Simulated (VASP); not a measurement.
Energy against volume of ZnTe (zinc blende). All values below come from r2SCAN meta-GGA, VASP's PBE PAW potentials (set 64) (plane waves; VASP). Settings: 520 eV cut-off, 8×8×8 Γ-centred mesh, Gaussian smearing of 0.050 eV, potentials Zn Te.

| V (Å³/atom) | E (eV/atom) |
|---|---|
| 26.884 | -17.71095 |
| 27.742 | -17.72433 |
| 28.600 | -17.72824 |
| 29.458 | -17.72414 |

**Question.** Fit these four points and predict the energy of the run at 30.316 Å³/atom.

**Answer.** A cubic in V^(−2/3), the third-order Birch-Murnaghan form, passes through the four points with V0 = 28.57 Å³/atom and B0 = 50 GPa, and gives -17.7133 eV/atom there. The run gave -17.7135 eV/atom, -0.2 meV/atom from the fit; all five points give B0 = 50 GPa.

The compound is ZnTe in the zinc blende structure. It was relaxed first.
